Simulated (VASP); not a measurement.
Write the native input for VASP 6.6.1 that does the following.

| Item | Value |
| --- | --- |
| Task | single point |
| Functional | LDA |
| Potentials or basis | VASP PAW LDA potentials, release 64 (P) |
| Cutoff | 520 eV |
| k mesh | 24 × 24 × 24 |
| Occupations | fermi-dirac, width 0.1 eV |
| Spin | no spin polarisation |
| Dipole correction | no |
| Further INCAR settings | ALGO = Normal; EDIFF = 1e-06; NBANDS = 8 |

The structure of P lies in POSCAR:

```
P
1.0
   -1.5034118968      1.5034118968      1.5034118968
    1.5034118968     -1.5034118968      1.5034118968
    1.5034118968      1.5034118968     -1.5034118968
P
1
Direct
    0.0000000000      0.0000000000      0.0000000000
```

This isn't the form of P at room conditions, which is orthorhombic.

One way to write it, as run:

INCAR

```
  PREC = Accurate
  ENCUT = 520
  EDIFF = 1E-6
  ISMEAR = -1
  SIGMA = 0.1
  LREAL = False
  LASPH = True
  NELM = 60
  ALGO = Normal
  ISIF = 2
  LWAVE = False
  LCHARG = False
  GGA = CA
  NBANDS = 8
```

KPOINTS

```
regular mesh
0
Gamma
  24 24 24
```

Potentials or basis: VASP PAW LDA potentials, release 64 (P).

The run is started by

```bash
$ cat potpaw_LDA.64/P/POTCAR > POTCAR
$ mpirun -np 1 vasp_std > vasp.out
```

Results of the run:

* Pressure: -0.2 GPa
* Band gap on the k mesh: none (metal or under the smearing width)

Wall time 16 s on 1 thread of Intel(R) Xeon(R) Platinum 8488C (Sapphire Rapids), on a shared host, peak memory 0.14 GiB.
